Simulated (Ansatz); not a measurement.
# Relaxation of CsSnBr3

Method: DFT PBEsol, scalar-relativistic, plane waves, PAW (Ansatz 0.2.0). Settings: 420 eV cutoff, 8×8×8 k-mesh, Gaussian smearing of 0.10 eV, no spin polarisation.

What was changed: relaxed at 50 GPa.

Other phases may be more stable at this pressure.

Command:

```bash
ansatz run input.yaml --threads 1 --pin off --max-ram 2560MiB --backend cpu --events-out ev --progress --plain --runs-dir out
```

Input:

```yaml
crystal:
  lattice:
    - [4.8678210937, 0.0, 0.0]
    - [0.0, 4.8678210937, 0.0]
    - [0.0, 0.0, 4.8678210937]
  atoms:
    - { symbol: Cs, position: [0.0, 0.0, 0.0] }
    - { symbol: Sn, position: [0.5, 0.5, 0.5] }
    - { symbol: Br, position: [0.5, 0.0, 0.5] }
    - { symbol: Br, position: [0.5, 0.5, 0.0] }
    - { symbol: Br, position: [0.0, 0.5, 0.5] }
basis:
  ecutwfc: 420
kpoints:
  mp_grid: { grid: [8, 8, 8] }
hamiltonian:
  xc: pbesol
scf:
  occupations: { method: gaussian, width: 0.1 }
output:
  forces: true
  stress: true
  eigenvalues: true
relax:
  adjacent_minimum: "off"
  f_tol: 0.008
  max_steps: 50
  cell: { stress_tol: 0.08, p_target: 50.0 }
```

F is the free energy. Steps run on the plane waves of an earlier cell, but the last one, and at times one on the way, on a freshly chosen basis, so a repeated geometry can differ a little in energy. The relaxation lowers the enthalpy F + PV at the target pressure, so F itself can rise.

Steps:

```tsv
step	F − F(1) (eV)	largest force component (eV/Å)	V (Å³/atom)	P (GPa)
1	0.0000	0.000	23.069	35.97
2	4.9513	0.000	19.857	65.96
3	2.1280	0.000	21.446	48.85
4	2.3041	0.000	21.332	49.92
5	2.3074	0.000	21.332	49.92
6	2.3205	0.000	21.324	50.00
7	2.3205	0.000	21.324	50.00
```

Relaxed structure:

```
CELL_PARAMETERS angstrom
4.74180 0.00000 0.00000
0.00000 4.74180 0.00000
0.00000 0.00000 4.74180
ATOMIC_POSITIONS crystal
Cs 0.00000 0.00000 0.00000
Sn 0.50000 0.50000 0.50000
Br 0.50000 0.00000 0.50000
Br 0.50000 0.50000 0.00000
Br 0.00000 0.50000 0.50000
```

It takes space group Pm-3m (No. 221, cubic). The conventional cell has a = 4.742 Å, b = 4.742 Å, c = 4.742 Å, α = 90.00°, β = 90.00°, γ = 90.00°. Around Cs (site symmetry m-3m) lie 12 Br at 3.35 Å. Around Sn (site symmetry m-3m) lie 6 Br at 2.37 Å. Around Br (site symmetry 4/mmm) lie 2 Sn at 2.37 Å.

The run converged. Time: 68 s on 1 thread of Intel(R) Xeon(R) Platinum 8259CL CPU @ 2.50GHz (Skylake/Cascade Lake), on a shared host, peak memory 0.5 GiB.